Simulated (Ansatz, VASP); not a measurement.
# In2Pd in VASP and in Ansatz

```
In Pd
1.0
     0.00000    3.34868    0.00000
     3.34868    0.00000    0.00000
     1.67434    1.67434   -6.01439
In Pd
2 1
Direct
  0.34000 0.34000 0.32000
  0.66000 0.66000 0.68000
  0.00000 0.00000 0.00000
```

The cell was built by a generator and needn't be a form met in nature.

Alike in both runs: task single point; functional r2SCAN; k mesh 6 × 6 × 6; no spin polarisation.

|  | VASP | Ansatz |
| --- | --- | --- |
| version | VASP 6.6.1 | Ansatz 0.2.0 |
| potentials or method | VASP PAW PBE potentials, release 64 (In_d, Pd) | PAW plane waves |
| plane-wave cutoff (eV) | 520 | 500 |
| occupations | methfessel-paxton of order 1, width 0.05 eV | cold, width 0.05 eV |
| valence electrons in the cell | 36 | 44 |

VASP gave:

| Item | Value |
| --- | --- |
| gap on the k mesh at the Fermi level (eV) | none |
| pressure (GPa) | -7.3 |
| largest component of the traceless stress (GPa) | 0.61 |
| rms of the force components (eV/Å) | 0.493 |

Problem. What did Ansatz give for the same quantities?

Solution. gap on the k mesh at the Fermi level (eV): none; pressure (GPa): -7.4; largest component of the traceless stress (GPa): 0.60; rms of the force components (eV/Å): 0.497.

Atom by atom the forces differ by 0.005 eV/Å (rms over components). A gap of «none» marks a metal or a gap that the smearing closes. The two sets of potentials don't hold the same shells in valence.

Caveats: the PAW data sets were made with another functional, which shifts forces and pressure a little (VASP).
